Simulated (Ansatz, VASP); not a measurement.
## One calculation of KF, two programs

The input POSCAR:

```
KF
1.0
    0.0000000000      2.5398250000      2.6735000000
    2.5398250000      0.0000000000      2.6735000000
    2.5398250000      2.5398250000      0.0000000000
K F
1 1
Direct
    0.0000000000      0.0000000000      0.0000000000
    0.5000000000      0.5000000000      0.5000000000
```

Contents of INCAR.step1:

```
SYSTEM = KF
ALGO = Normal ; EDIFF = 1E-4
ENCUT = 520 ; GGA = PE
ISMEAR = 0 ; LASPH = .True.
LCHARG = .False. ; LREAL = .False.
LWAVE = .True. ; NBANDS = 15
NELM = 100 ; PREC = Accurate
SIGMA = 0.05
```

Contents of INCAR.step2:

```
SYSTEM = KF
ALGO = Normal ; EDIFF = 1E-6
ENCUT = 520 ; ISIF = 2
ISMEAR = 0 ; ISTART = 1
LASPH = .True. ; LCHARG = .False.
LMIXTAU = .True. ; LREAL = .False.
LWAVE = .False. ; METAGGA = R2SCAN
NBANDS = 15 ; NELM = 100
PREC = Accurate ; SIGMA = 0.05
```

Contents of KPOINTS:

```
k-points
0
Gamma
  8 8 8
  0 0 0
```

Input for Ansatz:

```yaml
crystal:
  lattice:
    - [0.0, 2.539825, 2.6735]
    - [2.539825, 0.0, 2.6735]
    - [2.539825, 2.539825, 0.0]
  atoms:
    - { symbol: K, position: [0.0, 0.0, 0.0] }
    - { symbol: F, position: [0.5, 0.5, 0.5] }
basis:
  ecutwfc: 500
kpoints:
  mp_grid: { grid: [8, 8, 8] }
hamiltonian:
  xc: r2scan
scf:
  occupations: { method: gaussian, width: 0.05 }
output:
  forces: true
  stress: true
  eigenvalues: true
```

Change from the starting cell: strain -0.050 along x and y, +0.000 along z, atoms carried along.

Alike in both runs: task single point; functional r2SCAN; k mesh 8 × 8 × 8; occupations gaussian, width 0.05 eV; no spin polarisation.

```csv
,VASP,Ansatz
version,VASP 6.6.1,Ansatz 0.2.0
potentials or method,"VASP PAW PBE potentials, release 64 (K_sv, F)","scalar-relativistic, plane waves, PAW"
plane-wave cutoff (eV),520,500
valence electrons in the cell,16,16
```

Ansatz gave:

* gap on the k mesh at the Fermi level (eV): 7.34
* least direct gap on the mesh (eV): 7.34
* pressure (GPa): 4.1
* largest component of the traceless stress (GPa): 3.13

Task: Which values does VASP return?

Result: gap on the k mesh at the Fermi level (eV): 7.34; least direct gap on the mesh (eV): 7.34; pressure (GPa): 4.1; largest component of the traceless stress (GPa): 3.23.

The functional is the same, so the differences come from potentials, cutoffs and numerics.

Caveats: the PAW data sets were made with another functional, which shifts forces and pressure a little (VASP). A k mesh can miss the band edges.
